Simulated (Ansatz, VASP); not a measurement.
# V: VASP beside Ansatz

```
V
1.0
     2.46522    0.00000    0.00000
    -1.23261    2.13494    0.00000
     0.00000    0.00000    2.29326
V
1
Direct
  0.00000 0.00000 0.00000
```

Change from the starting cell: volume scaled by 0.85, PAW files.

Alike in both runs: task single point; functional PBE; k mesh 17 × 17 × 15; occupations fermi-dirac, width 0.05 eV; no spin polarisation.

```csv
,VASP,Ansatz
version,VASP 6.6.1,Ansatz 0.2.0
potentials or method,"VASP PAW PBE potentials, release 64 (V_sv)","PAW with Ansatz's default frozen-core files, scalar-relativistic"
plane-wave cutoff (eV),520,420
valence electrons in the cell,13,13
```

```tsv
	VASP	Ansatz	Ansatz less VASP
pressure (GPa)	35.1	34.4	-0.65
largest component of the traceless stress (GPa)	0.41	0.00	-0.413
```

The functional is the same, so the differences come from potentials, cutoffs and numerics.

Caveats: so large a pressure means that the cell lies far from this level's equilibrium, or that cutoff or potentials fall short (VASP).
